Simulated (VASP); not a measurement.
# Al2Cu (I4/mmm) in VASP: settings compared

The runs below take Al2Cu through relaxation of cell and atoms, single point, with PBEsol, RPBE.

All numbers are computed with VASP 6.6.1; they aren't measurements. Logs are shortened: lines on timing, memory, paths and dates and some standing lists are left out, and cuts for length are marked.

## Step 1: Starting point

It takes space group I4/mmm (No. 139, tetragonal). Conventional cell: a = 4.061 Å, b = 4.061 Å, c = 5.702 Å, α = 90.00°, β = 90.00°, γ = 90.00°. Al (site symmetry -4m2) has 4 Cu at 2.48 Å and 2 Al at 2.85 Å as nearest neighbours. Around Cu (site symmetry 4/mmm) lie 8 Al at 2.48 Å.

The cell comes from a database or a generator and needn't be the stable form of this composition.

## Step 2: Relaxation of cell and atoms, PBEsol

File INCAR:

```
SYSTEM = Al2Cu
PREC     = Accurate       ! precision mode
ENCUT    = 600            ! plane-wave cutoff, eV
EDIFF    = 1E-7           ! SCF threshold, eV
ISMEAR   = 0              ! smearing method
SIGMA    = 0.1            ! smearing width, eV
LREAL    = .False.        ! projectors in reciprocal space
LASPH    = .True.         ! aspherical terms in the spheres
NELM     = 80             ! most SCF steps
ALGO     = Fast           ! electronic algorithm
ISIF     = 3              ! what is computed and relaxed
LWAVE    = .False.        ! write WAVECAR
LCHARG   = .False.        ! write CHGCAR
GGA      = PS             ! functional
IBRION   = 2              ! ionic algorithm
NSW      = 90             ! ionic steps
EDIFFG   = -0.005         ! ionic threshold
```

File KPOINTS:

```
Automatic mesh
0
Gamma
  6 6 6
  0 0 0
```

File POSCAR:

```
Al2Cu
1.0
   -2.0303375000      2.0303375000      2.8510940000
    2.0303375000     -2.0303375000      2.8510940000
    2.0303375000      2.0303375000     -2.8510940000
Al Cu
2 1
Direct
    0.7500000000      0.2500000000      0.5000000000
    0.2500000000      0.7500000000      0.5000000000
    0.5000000000      0.5000000000      0.0000000000
```

Potentials or basis: VASP PAW PBE potentials, release 64 (Al, Cu).

Run with:

```
cat potpaw_PBE.64/Al/POTCAR potpaw_PBE.64/Cu/POTCAR > POTCAR
mpirun -np 1 vasp_std > vasp.out
```

OUTCAR:

```text
SYSTEM = Al2Cu
   PREC = Accurate
   ENCUT = 600
   EDIFF = 1E-7
   ISMEAR = 0
   LREAL = .False.
   LASPH = .True.
   NELM = 80
   ISIF = 3
   GGA = PS
   IBRION = 2
   NSW = 90
   EDIFFG = -0.005

 ion  position               nearest neighbor table
   1  0.750  0.250  0.500-   3 2.48   3 2.48   3 2.48   3 2.48   2 2.85   2 2.85   2 2.87   2 2.87
                             2 2.87   2 2.87
   2  0.250  0.750  0.500-   3 2.48   3 2.48   3 2.48   3 2.48   1 2.85   1 2.85   1 2.87   1 2.87
                             1 2.87   1 2.87
   3  0.500  0.500  0.000-   2 2.48   1 2.48   1 2.48   2 2.48   1 2.48   2 2.48   2 2.48   1 2.48

  LATTYP: Found a body centered tetragonal cell.
 ALAT       =     4.0606750000
 C/A-ratio  =     1.4042463384

  Lattice vectors:

 A1 = (  -2.0303375000,   2.0303375000,   2.8510940000)
 A2 = (   2.0303375000,  -2.0303375000,   2.8510940000)
 A3 = (   2.0303375000,   2.0303375000,  -2.8510940000)

Analysis of symmetry for initial positions (statically):
=====================================================================
 Subroutine PRICEL returns:
 Original cell was already a primitive cell.

 Routine SETGRP: Setting up the symmetry group for a
 body centered tetragonal supercell.

 Subroutine GETGRP returns: Found 16 space group operations
 (whereof 16 operations were pure point group operations)
 out of a pool of 16 trial point group operations.

The static configuration has the point symmetry D_4h.

Analysis of symmetry for dynamics (positions and initial velocities):
=====================================================================
 Subroutine PRICEL returns:
 Original cell was already a primitive cell.

 Routine SETGRP: Setting up the symmetry group for a
 body centered tetragonal supercell.

 Subroutine GETGRP returns: Found 16 space group operations
 (whereof 16 operations were pure point group operations)
 out of a pool of 16 trial point group operations.

The dynamic configuration has the point symmetry D_4h.

 Subroutine INISYM returns: Found 16 space group operations
 (whereof 16 operations are pure point group operations),
 and found     1 'primitive' translations

----------------------------------------------------------------------------------------

                                     Primitive cell

  volume of cell :      47.0119

  direct lattice vectors                    reciprocal lattice vectors
    -2.030337500  2.030337500  2.851094000     0.000000000  0.246264476  0.175371279
     2.030337500 -2.030337500  2.851094000     0.246264476  0.000000000  0.175371279
     2.030337500  2.030337500 -2.851094000     0.246264476  0.246264476  0.000000000

  length of vectors
     4.046390703  4.046390703  4.046390703     0.302326442  0.302326442  0.348270562

  position of ions in fractional coordinates (direct lattice)
     0.750000000  0.250000000  0.500000000
     0.250000000  0.750000000  0.500000000
     0.500000000  0.500000000  0.000000000

  ion indices of the primitive-cell ions
   primitive index   ion index
                 1           1
                 2           2
                 3           3

----------------------------------------------------------------------------------------

 KPOINTS: Automatic mesh

Automatic generation of k-mesh.
 Grid dimensions read from file:
 generate k-points for:    6    6    6

 Generating k-lattice:

  Cartesian coordinates                     Fractional coordinates (reciprocal lattice)
     0.000000000  0.041044079  0.029228546     0.166666667  0.000000000 -0.000000000
     0.041044079  0.000000000  0.029228546     0.000000000  0.166666667 -0.000000000
     0.041044079  0.041044079  0.000000000     0.000000000  0.000000000  0.166666667

  Length of vectors
     0.050387740  0.050387740  0.058045094

  Shift w.r.t. Gamma in fractional coordinates (k-lattice)
     0.000000000  0.000000000  0.000000000

 Subroutine IBZKPT returns following result:
 ===========================================

 Found     30 irreducible k-points:

 Following reciprocal coordinates:
            Coordinates               Weight
  0.000000  0.000000  0.000000      1.000000
  0.166667  0.000000 -0.000000      8.000000
  0.333333  0.000000 -0.000000      8.000000
  0.500000  0.000000 -0.000000      4.000000
  0.166667  0.166667 -0.000000      8.000000
  0.333333  0.166667 -0.000000     16.000000
[... 16 lines left out ...]
 -0.333333 -0.333333  0.166667      8.000000
 -0.166667 -0.333333  0.166667      8.000000
 [... further k-points ...]
   k-points           NKPTS =     30   k-points in BZ     NKDIM =     30   number of bands    NBANDS=     12
   number of dos      NEDOS =    301   number of ions     NIONS =      3
   total plane-waves  NPLWV =  32768
   dimension x,y,z NGX =    32 NGY =   32 NGZ =   32
   dimension x,y,z NGXF=    64 NGYF=   64 NGZF=   64
   ions per type =               2   1
   NGX,Y,Z   is equivalent  to a cutoff of  13.15, 13.15, 13.15 a.u.
[... 14 lines left out ...]
   NSW    =     90    number of steps for IOM
   IBRION =      2    ionic relax: 0-MD 1-quasi-New 2-CG
   NFREE  =      1    steps in history (QN), initial steepest desc. (CG)
   ISIF   =      3    stress and relaxation
   ISYM   =      2    0-nonsym 1-usesym 2-fastsym
   POTIM  = 0.5000    time-step for ionic-motion
   TEBEG  =    0.0;   TEEND  =   0.0 temperature during run
   PSTRESS=    0.0 pullay stress
   NELECT =      17.0000    total number of electrons
   NUPDOWN=      -1.0000    fix difference up-down
   EMIN   =  10.00;   EMAX   =-10.00  energy-range for DOS
   EFERMI =   0.00;   METHOD = LEGACY
   ISMEAR =     0;   SIGMA  =   0.10  broadening in eV -4-tet -1-fermi 0-gaus
   EFERMI_NEDOS =   21; number of points for ismear=-14 and -15
   IALGO  =     68    algorithm
   IMIX   =      4    mixing-type and parameters
     AMIX     =   0.40;   BMIX     =  1.00
     AMIX_MAG =   1.60;   BMIX_MAG =  1.00
  volume/ion in A,a.u.               =      15.67       105.75
  Fermi-wavevector in a.u.,A,eV,Ry     =   1.166331  2.204046 18.508385  1.360328
  Thomas-Fermi vector in A             =   2.302845
   LORBIT       =      0    0 simple, 1 ext, 2 COOP (PROOUT), +10 PAW based schemes
   GGA     = PS    functional components
   LHFCALC =     F    Hartree Fock is set to
   AEXX    =    0.0000 exact exchange contribution
   IVDW    =     0    specifies the selected vdW correction
   LEPSILON=     F    determine dielectric tensor
   LRPA    =     F    only Hartree local field effects (RPA)
 conjugate gradient relaxation of ions
 non-spin polarized calculation
 RMM-DIIS sequential band-by-band and
 Gauss-broadening in eV      SIGMA  =   0.10
  energy-cutoff  :      600.00
  volume of cell :       47.01
 maximum number of plane-waves:      1588
   NGX = 17   NGY = 17   NGZ = 17

--------------------------------------- Ionic step        1  -------------------------------------------

 number of electron      17.0000011 magnetization

 Free energy of the ion-electron system (eV)
  ---------------------------------------------------
  ext. energy  EPLUGINS =         0.00000000
  ---------------------------------------------------
  free energy    TOTEN  =       -13.01461966 eV

  energy without entropy =      -13.00908801  energy(sigma->0) =      -13.01185383

------------------------ aborting loop because EDIFF is reached ----------------------------------------

  FORCE on cell =-STRESS in cart. coord.  units (eV):
  Direction    XX          YY          ZZ          XY          YZ          ZX
  --------------------------------------------------------------------------------------
  -------------------------------------------------------------------------------------
  Total       -0.0340107     -0.0340107     -0.0153387      0.0000000     -0.0000000      0.0000000
  in kB       -1.1590919     -1.1590919     -0.5227469      0.0000000     -0.0000000      0.0000000
  external PRESSURE =      -0.9469769 kB  Pullay stress =       0.0000000 kB
[... 96 lines left out ...]
  energy  without entropy=      -13.0090748253  energy(sigma->0) =      -13.01184588

--------------------------------------- Ionic step        4  -------------------------------------------

 number of electron      17.0000011 magnetization

 Free energy of the ion-electron system (eV)
  ---------------------------------------------------
  ext. energy  EPLUGINS =         0.00000000
  ---------------------------------------------------
  free energy    TOTEN  =       -13.01461776 eV

  energy without entropy =      -13.00907870  energy(sigma->0) =      -13.01184823

 E-fermi :   7.0429     XC(G=0): -10.6292

 val. band max:        7.0111601426   @ k =  -0.3333   0.1667   0.0000
 cond. band min:       7.0844286117   @ k =  -0.1667  -0.3333   0.1667
 fundamental gap:      0.0732684691
 Fermi energy:         7.0429073117

 k-point     1 :       0.0000    0.0000    0.0000
  band No.  band energies     occupation
      1      -3.2066      2.00000
      2       2.4529      2.00000
      3       2.4600      2.00000
      4       2.4600      2.00000
      5       3.0188      2.00000
      6       3.0299      2.00000
      7       9.9751      0.00000
      8       9.9751      0.00000
      9       9.9961      0.00000
     10      10.0273      0.00000
     11      10.0748      0.00000
     12      10.0748      0.00000
[... 331 lines left out ...]
 k-point    24 :      -0.1667   -0.3333    0.1667
  band No.  band energies     occupation
      1      -1.8396      2.00000
      2       2.0496      2.00000
      3       2.5991      2.00000
      4       2.6280      2.00000
      5       2.9115      2.00000
      6       3.0949      2.00000
      7       4.7717      2.00000
      8       6.7314      1.99999
      9       7.0844      0.55707
     10       8.9301      0.00000
     11      10.9667      0.00000
     12      12.6301      0.00000

 [... further k-points ...]

------------------------ aborting loop because EDIFF is reached ----------------------------------------

  FORCE on cell =-STRESS in cart. coord.  units (eV):
  Direction    XX          YY          ZZ          XY          YZ          ZX
  --------------------------------------------------------------------------------------
  -------------------------------------------------------------------------------------
  Total       -0.0069503     -0.0069503      0.0115967      0.0000000     -0.0000000      0.0000000
  in kB       -0.2369123     -0.2369123      0.3952920      0.0000000     -0.0000000      0.0000000
  external PRESSURE =      -0.0261775 kB  Pullay stress =       0.0000000 kB
[... 18 lines left out ...]
  FREE ENERGIE OF THE ION-ELECTRON SYSTEM (eV)
  ---------------------------------------------------
  free  energy   TOTEN  =       -13.0146177564 eV

  energy  without entropy=      -13.0090786974  energy(sigma->0) =      -13.01184823

 reached required accuracy - stopping structural energy minimisation
```

Wall time 21 s (1 thread of Intel Xeon 6975P-C (Granite Rapids), shared host); peak memory 0.19 GiB.

Results:

- Free energy: -13.0146 eV
- Relaxed volume: 15.67 Å³/atom
- Relaxed cell: a = 4.046 Å, b = 4.046 Å, c = 4.046 Å, α = 119.77°, β = 119.77°, γ = 90.40°
- Space group after relaxing (to 0.05 Å): I4/mmm (No. 139)
- Energy gained by relaxing: 0.0 meV/atom
- Ionic steps: 4
- Pressure after relaxing: 0.0 GPa
- Band gap on the k mesh: none (metal or under the smearing width)

Final structure:
```xyz
3
Lattice="-2.0302 2.0302 2.8510 2.0302 -2.0302 2.8510 2.0302 2.0302 -2.8510" Properties=species:S:1:pos:R:3 pbc="T T T"
Al    0.0000    2.0302    1.4255
Al    2.0302    0.0000    1.4255
Cu    0.0000    0.0000    2.8510
```

Caveat: the k mesh is coarse (spacing up to 0.36 Å⁻¹), so the values aren't converged; the PAW data sets were made with another functional, which shifts forces and pressure a little.

## Step 3: Single point, PBEsol

File INCAR:

```
SYSTEM = Al2Cu
PREC     = Accurate       ! precision mode
ENCUT    = 520            ! plane-wave cutoff, eV
EDIFF    = 1E-6           ! SCF threshold, eV
ISMEAR   = 0              ! smearing method
SIGMA    = 0.1            ! smearing width, eV
LREAL    = .False.        ! projectors in reciprocal space
LASPH    = .True.         ! aspherical terms in the spheres
NELM     = 80             ! most SCF steps
ALGO     = Fast           ! electronic algorithm
ISIF     = 2              ! what is computed and relaxed
LWAVE    = .False.        ! write WAVECAR
LCHARG   = .True.         ! write CHGCAR
GGA      = PS             ! functional
LELF     = .True.         ! ELF
LVHAR    = .True.       
NBANDS   = 16             ! bands
```

File KPOINTS:

```
Automatic mesh
0
Gamma
  14 14 14
  0 0 0
```

POSCAR is that of step 2.

Potentials or basis: VASP PAW PBE potentials, release 64 (Al, Cu).

Run with:

```
cat potpaw_PBE.64/Al/POTCAR potpaw_PBE.64/Cu/POTCAR > POTCAR
mpirun -np 1 vasp_std > vasp.out
```

Wall time 1.7 min (1 thread of Intel Xeon 6975P-C (Granite Rapids), shared host); peak memory 0.3 GiB.

The run converged. Its results:

```
Free energy            : -13.0145 eV
Pressure               : -0.1 GPa
Band gap on the k mesh : none (metal or under the smearing width)
```

Stress tensor (GPa, compression positive):
```
-0.37  0.00  0.00
 0.00 -0.37  0.00
 0.00  0.00  0.31
```

Levels at points of the mesh, in eV from the Fermi level:
```
           k point  band 7  band 8  band 9  band 10  band 11  band 12
(0.00, 0.00, 0.00)    2.88    2.88    2.90     2.93     2.98     2.98
(0.50, 0.00, 0.00)   -4.00    0.58    0.64     2.92     2.96     3.85
(0.50, 0.50, 0.00)   -3.79   -2.01   -1.96     0.41     1.51     9.04
(0.50, 0.50, 0.50)   -3.77   -2.03   -2.03     0.32     1.46     9.05
```

Caveat: the PAW data sets were made with another functional, which shifts forces and pressure a little.

## Step 4: Relaxation of cell and atoms, PBEsol

File INCAR:

```
SYSTEM = Al2Cu
PREC     = Accurate       ! precision mode
ENCUT    = 580            ! plane-wave cutoff, eV
EDIFF    = 1E-7           ! SCF threshold, eV
ISMEAR   = 0              ! smearing method
SIGMA    = 0.1            ! smearing width, eV
LREAL    = .False.        ! projectors in reciprocal space
LASPH    = .True.         ! aspherical terms in the spheres
NELM     = 80             ! most SCF steps
ALGO     = Fast           ! electronic algorithm
ISIF     = 3              ! what is computed and relaxed
LWAVE    = .False.        ! write WAVECAR
LCHARG   = .False.        ! write CHGCAR
GGA      = PS             ! functional
IBRION   = 2              ! ionic algorithm
NSW      = 90             ! ionic steps
EDIFFG   = -0.005         ! ionic threshold
```

KPOINTS is that of step 3.

POSCAR is that of step 3.

Run with:

```
cat potpaw_PBE.64/Al/POTCAR potpaw_PBE.64/Cu/POTCAR > POTCAR
mpirun -np 1 vasp_std > vasp.out
```

Wall time 2.8 min (1 thread of Intel Xeon 6975P-C (Granite Rapids), shared host); peak memory 0.32 GiB.

The run converged. Its results:

```
Free energy                            : -13.0153 eV
Relaxed volume                         : 15.69 Å³/atom
Relaxed cell                           : a = 4.053 Å, b = 4.053 Å, c = 4.053 Å, α = 120.01°, β = 120.01°, γ = 89.98°
Space group after relaxing (to 0.05 Å) : Fm-3m (No. 225)
Energy gained by relaxing              : 0.2 meV/atom
Ionic steps                            : 5
Pressure after relaxing                : 0.0 GPa
Band gap on the k mesh                 : none (metal or under the smearing width)
```

The path:
```
step  energy change (eV)  largest force (eV/Å)  pressure (GPa)  volume (Å³)
   1              0.0000                0.0000            0.01        47.01
   2             -0.0003                0.0000            0.13        47.02
   3             -0.0005                0.0000            0.11        47.03
   4             -0.0005                0.0000           -0.12        47.11
   5             -0.0005                0.0000            0.02        47.07
```

Final structure:
```xyz
3
Lattice="-2.0262 2.0262 2.8664 2.0262 -2.0262 2.8664 2.0262 2.0262 -2.8664" Properties=species:S:1:pos:R:3 pbc="T T T"
Al    0.0000    2.0262    1.4332
Al    2.0262    0.0000    1.4332
Cu    0.0000    0.0000    2.8664
```

Levels at points of the mesh, in eV from the Fermi level:
```tsv
k point	band 7	band 8	band 9	band 10	band 11	band 12
(0.00, 0.00, 0.00)	2.89	2.90	2.90	2.95	2.95	2.95
(0.50, 0.00, 0.00)	-3.99	0.61	0.61	2.94	2.94	3.84
(0.50, 0.50, 0.00)	-3.78	-2.00	-2.00	0.37	1.49	9.04
(0.50, 0.50, 0.50)	-3.78	-2.00	-2.00	0.38	1.49	9.04
```

Caveat: the PAW data sets were made with another functional, which shifts forces and pressure a little.

## Step 5: Relaxation of cell and atoms, RPBE

INCAR, as its differences from that of step 4:

```diff
@@ -2,3 +2,3 @@
 PREC     = Accurate       ! precision mode
-ENCUT    = 580            ! plane-wave cutoff, eV
+ENCUT    = 600            ! plane-wave cutoff, eV
 EDIFF    = 1E-7           ! SCF threshold, eV
@@ -13,3 +13,3 @@
 LCHARG   = .False.        ! write CHGCAR
-GGA      = PS             ! functional
+GGA      = RP             ! functional
 IBRION   = 2              ! ionic algorithm
```

KPOINTS is that of step 4.

POSCAR is that of step 4.

Run with:

```
cat potpaw_PBE.64/Al/POTCAR potpaw_PBE.64/Cu/POTCAR > POTCAR
mpirun -np 1 vasp_std > vasp.out
```

Wall time 4.9 min (1 thread of Intel Xeon 6975P-C (Granite Rapids), shared host); peak memory 0.34 GiB.

The run converged. Its results:

| Quantity | Value |
| --- | --- |
| Free energy | -10.7624 eV |
| Relaxed volume | 16.53 Å³/atom |
| Relaxed cell | a = 4.124 Å, b = 4.124 Å, c = 4.124 Å, α = 120.00°, β = 120.00°, γ = 90.00° |
| Space group after relaxing (to 0.05 Å) | Fm-3m (No. 225) |
| Energy gained by relaxing | 13.9 meV/atom |
| Ionic steps | 9 |
| Pressure after relaxing | 0.0 GPa |
| Band gap on the k mesh | none (metal or under the smearing width) |

Step by step:
| step | energy change (eV) | largest force (eV/Å) | pressure (GPa) | volume (Å³) |
| --- | --- | --- | --- | --- |
| 1 | 0.0000 | 0.0000 | 5.47 | 47.01 |
| 2 | -0.0343 | 0.0000 | -1.93 | 50.75 |
| 3 | -0.0415 | 0.0000 | -0.03 | 49.58 |
| 4 | -0.0415 | 0.0000 | 0.14 | 49.52 |
| 5 | -0.0416 | 0.0000 | 0.16 | 49.52 |
| 6 | -0.0416 | 0.0000 | 0.12 | 49.52 |
| 7 | -0.0416 | 0.0000 | 0.12 | 49.52 |
| 8 | -0.0417 | 0.0000 | -0.14 | 49.64 |
| 9 | -0.0417 | 0.0000 | 0.02 | 49.59 |

Final structure:
```
Al Cu
1.0
    -2.06192    2.06192    2.91602
     2.06192   -2.06192    2.91602
     2.06192    2.06192   -2.91602
Al Cu
2 1
Cartesian
  0.0000 2.0619 1.4580
  2.0619 0.0000 1.4580
  0.0000 0.0000 2.9160
```

Levels at points of the mesh, in eV from the Fermi level:
```
           k point  band 7  band 8  band 9  band 10  band 11  band 12
(0.00, 0.00, 0.00)    2.76    2.76    2.76     2.90     2.90     2.90
(0.50, 0.00, 0.00)   -3.80    0.61    0.61     2.82     2.82     3.56
(0.50, 0.50, 0.00)   -3.61   -1.92   -1.92     0.19     1.56     8.83
(0.50, 0.50, 0.50)   -3.61   -1.92   -1.92     0.19     1.56     8.83
```

Caveat: the PAW data sets were made with another functional, which shifts forces and pressure a little.

## Step 6: Overview

```tsv
task	level	cell	k mesh	cutoff (eV)	mesh quality	gap on the mesh (eV)	pressure (GPa)	relaxed volume (Å³/atom)
relaxation of cell and atoms	PBEsol	relaxed	6 × 6 × 6	600	coarse	none	0.0	15.67
single point	PBEsol	as given	14 × 14 × 14	520	not flagged	none	-0.1	-
relaxation of cell and atoms	PBEsol	relaxed	14 × 14 × 14	580	not flagged	none	0.0	15.69
relaxation of cell and atoms	RPBE	relaxed	14 × 14 × 14	600	not flagged	none	0.0	16.53
```

Alike in all rows: potentials or basis VASP PAW PBE potentials, release 64 (Al, Cu); no spin polarisation; smearing gaussian 0.1 eV.

Caveats: some runs use coarse meshes; the PAW data sets were made with another functional, which shifts forces and pressure a little.

Absolute energies hang on the potentials; compare differences alone.
